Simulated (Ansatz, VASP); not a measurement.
**One calculation of AlN, two programs**

```
Al N
1.0
     0.00000    2.03518    2.03518
     2.03518    0.00000    2.03518
     2.03518    2.03518    0.00000
Al N
1 1
Cartesian
  0.0000 0.0000 0.0000
  2.0352 2.0352 2.0352
```

Alike in both runs: functional PBE; k mesh 10 × 10 × 10; occupations gaussian, width 0.02 eV; no spin polarisation.

Ansatz relaxed the structure, and its values are those at the end. VASP's run is a single point on that final structure, the one shown.

|  | VASP | Ansatz |
| --- | --- | --- |
| version | VASP 6.6.1 | Ansatz 0.2.0 |
| potentials or method | VASP PAW PBE potentials, release 64 (Al, N) | scalar-relativistic, plane waves, PAW |
| plane-wave cutoff (eV) | 520 | 420 |
| valence electrons in the cell | 8 | 8 |

|  | VASP | Ansatz | Ansatz less VASP |
| --- | --- | --- | --- |
| gap on the k mesh at the Fermi level (eV) | 4.41 | 4.44 | +0.022 |
| least direct gap on the mesh (eV) | 5.39 | 5.38 | -0.010 |
| pressure (GPa) | -0.2 | 0.0 | +0.27 |

The functional is the same, so the differences come from potentials, cutoffs and numerics.

A k mesh can miss the band edges.
